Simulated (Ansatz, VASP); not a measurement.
Given: the input of a run of Ansatz 0.2.0 on NiO. 

The input input.yaml:

```yaml
crystal:
  lattice:
    - [0.0, 2.0859016414, 2.0859016414]
    - [2.0859016414, 0.0, 2.0859016414]
    - [2.0859016414, 2.0859016414, 0.0]
  atoms:
    - { symbol: Ni, position: [0.0, 0.0, 0.0], spin: 1.0 }
    - { symbol: O, position: [0.5, 0.5, 0.5] }
kpoints:
  mp_grid: { grid: [11, 11, 11] }
scf:
  occupations: { method: fermi_dirac, width: 0.05 }
hamiltonian:
  xc: rpbe
  dispersion: d4
  pseudopotentials: { kind: all_electron, lapw: { basis_error: 0.001 } }
magnetization:
  spin_polarized: true
output:
  forces: true
  stress: true
relax:
  f_tol: 0.02
  max_steps: 60
  cell: {}
```

Potentials or basis: all-electron LAPW, scalar-relativistic.

Run with:

```console
$ ansatz run input.yaml --threads 2 --pin off --max-ram 6144MiB --backend cpu --events-out ev --progress --plain --runs-dir out
```

Question: Translate it to VASP 6.6.1. Potentials or basis there: PBE PAW files Ni, O, 600 eV.

Answer: As run (cutoffs and basis follow the program's own potentials, and thresholds, step limits or extra output files can differ):

Contents of INCAR:

```
SYSTEM = NiO
  ALGO = Normal
  EDIFF = 1E-6
  EDIFFG = -0.01
  ENCUT = 600
  GGA = RP
  IBRION = 2
  ISIF = 3
  ISMEAR = -1
  ISPIN = 2
  IVDW = 13
  LASPH = .True.
  LCHARG = .False.
  LMAXMIX = 4
  LORBIT = 11
  LREAL = .False.
  LWAVE = .False.
  MAGMOM = 1 0
  NELM = 100
  NSW = 60
  PREC = Accurate
  SIGMA = 0.05
```

Contents of KPOINTS:

```
k-points
0
Gamma
  11 11 11
  0 0 0
```

POSCAR

```
NiO
1.0
    0.0000000000      2.0859016414      2.0859016414
    2.0859016414      0.0000000000      2.0859016414
    2.0859016414      2.0859016414      0.0000000000
Ni O
1 1
Direct
    0.0000000000      0.0000000000      0.0000000000
    0.5000000000      0.5000000000      0.5000000000
```

Potentials or basis: VASP PAW PBE potentials, release 64 (Ni, O).

Run with:

```console
$ cat potpaw_PBE.64/Ni/POTCAR potpaw_PBE.64/O/POTCAR > POTCAR
$ mpirun -np 1 vasp_std > vasp.out
```

Both were run:

|  | Ansatz | VASP |
| --- | --- | --- |
| Relaxed volume | 9.43 Å³/atom | 9.43 Å³/atom |
| Relaxed cell | a = 2.988 Å, b = 2.988 Å, c = 2.988 Å, α = 60.00°, β = 60.00°, γ = 60.00° | a = 2.988 Å, b = 2.988 Å, c = 2.988 Å, α = 60.00°, β = 60.00°, γ = 60.00° |
| Space group after relaxing | Fm-3m (No. 225) | Fm-3m (No. 225) |
| Pressure after relaxing | 0.0 GPa | 0.2 GPa |
| Net moment | 1.92 μB per cell | 1.87 μB per cell |

VASP's potentials were made for PBE.

Where Ansatz's input types no cutoff or centring, it takes its own default and a Γ-centred mesh.

The magnetic state is the one that the start led to; the real crystal's order can differ.

Pressure is positive in compression.
